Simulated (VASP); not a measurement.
Wanted: the native input for a VASP 6.6.1 run.

```yaml
Task: band structure
Functional: r2SCAN-EpsX
Potentials_or_basis: VASP PAW PBE potentials, release 64 (C)
Cutoff: 520 eV
k_mesh: 8 × 8 × 2
Occupations: gaussian, width 0.02 eV
Spin: no spin polarisation
Ladder: gaps
Grid_for_exact_exchange_PRECFOCK: Fast
Exchange_at_q_=_0: truncated
Share_of_exact_exchange: 0.1719
Further_INCAR_settings: ALGO = Normal; EDIFF = 1e-07; NBANDS = 26
```

The system is C.

```
CELL_PARAMETERS angstrom
2.52210 0.00000 0.00000
-1.26105 2.18420 0.00000
0.00000 0.00000 8.23710
ATOMIC_POSITIONS crystal
C 0.66667 0.33333 0.84375
C 0.33333 0.66667 0.34375
C 0.66667 0.33333 0.65625
C 0.33333 0.66667 0.15625
C 0.00000 0.00000 0.90625
C 0.00000 0.00000 0.40625
C 0.00000 0.00000 0.59375
C 0.00000 0.00000 0.09375
```

This is a hexagonal form of diamond, not graphite.

These files were run (other wordings do the same):

POSCAR

```
C
1.0
    2.5221000000      0.0000000000      0.0000000000
   -1.2610500000      2.1842026709      0.0000000000
    0.0000000000      0.0000000000      8.2371000000
C
8
Direct
    0.6666666667      0.3333333333      0.8437500000
    0.3333333333      0.6666666667      0.3437500000
    0.6666666667      0.3333333333      0.6562500000
    0.3333333333      0.6666666667      0.1562500000
    0.0000000000      0.0000000000      0.9062500000
    0.0000000000      0.0000000000      0.4062500000
    0.0000000000      0.0000000000      0.5937500000
    0.0000000000      0.0000000000      0.0937500000
```

INCAR.step1

```
PREC = Accurate
ENCUT = 520
EDIFF = 1E-8
ISMEAR = 0
SIGMA = 0.02
LREAL = F
LASPH = T
NELM = 80
ALGO = Normal
ISIF = 2
LWAVE = F
LCHARG = F
GGA = PE
LEPSILON = T
KPAR = 4
```

KPOINTS.step1

```
Automatic mesh
0
G
  12 12 4
  0 0 0
```

INCAR.step2

```
PREC = Accurate
ENCUT = 520
EDIFF = 1E-5
ISMEAR = 0
SIGMA = 0.02
LREAL = F
LASPH = T
NELM = 80
ALGO = Normal
ISIF = 2
LWAVE = T
LCHARG = F
NBANDS = 26
GGA = PE
KPAR = 4
```

KPOINTS.step2

```
regular mesh
0
Gamma
  8 8 2
```

INCAR.step3

```
PREC = Accurate
ENCUT = 520
EDIFF = 1E-7
ISMEAR = 0
SIGMA = 0.02
LREAL = F
LASPH = T
NELM = 80
ALGO = Normal
ISIF = 2
LWAVE = F
LCHARG = F
METAGGA = R2SCAN
LHFCALC = T
AEXX = 0.1719
LMIXTAU = T
PRECFOCK = Fast
NBANDS = 26
ISTART = 1
HFRCUT = -1
KPAR = 4
```

KPOINTS.step3

```
regular mesh
0
Gamma
  8 8 2
```

KPOINTS_OPT

```
path GMKGALHA,LM,KH
12
line-mode
reciprocal
 0.0000000000  0.0000000000  0.0000000000  G
 0.5000000000  0.0000000000  0.0000000000  M

 0.5000000000  0.0000000000  0.0000000000  M
 0.3333333333  0.3333333333  0.0000000000  K

 0.3333333333  0.3333333333  0.0000000000  K
 0.0000000000  0.0000000000  0.0000000000  G

 0.0000000000  0.0000000000  0.0000000000  G
 0.0000000000  0.0000000000  0.5000000000  A

 0.0000000000  0.0000000000  0.5000000000  A
 0.5000000000  0.0000000000  0.5000000000  L

 0.5000000000  0.0000000000  0.5000000000  L
 0.3333333333  0.3333333333  0.5000000000  H

 0.3333333333  0.3333333333  0.5000000000  H
 0.0000000000  0.0000000000  0.5000000000  A

 0.5000000000  0.0000000000  0.5000000000  L
 0.5000000000  0.0000000000  0.0000000000  M

 0.3333333333  0.3333333333  0.0000000000  K
 0.3333333333  0.3333333333  0.5000000000  H
```

Potentials or basis: VASP PAW PBE potentials, release 64 (C).

Launch:

```console
$ cat potpaw_PBE.64/C/POTCAR > POTCAR
$ cp INCAR.step1 INCAR
$ cp KPOINTS.step1 KPOINTS
$ mpirun -np 4 vasp_std > vasp.out
$ cp INCAR.step2 INCAR
$ cp KPOINTS.step2 KPOINTS
$ mpirun -np 4 vasp_std > vasp.out
$ cp INCAR.step3 INCAR
$ cp KPOINTS.step3 KPOINTS
$ mpirun -np 4 vasp_std > vasp.out
```

It gave:

The pressure is -6.4 GPa. The largest force is 0.352 eV/Å and the band gap on the k mesh is 5.88 eV, indirect (least direct gap 6.74 eV). The band gap along the path is 5.85 eV, indirect (least direct gap 6.74 eV).

Caveat: the PAW data sets were made with another functional, which shifts forces and pressure a little.

It took 26 min on 4 MPI ranks on Intel(R) Xeon(R) 6975P-C (Granite Rapids), on a shared host, peak memory 0.39 GiB a rank.
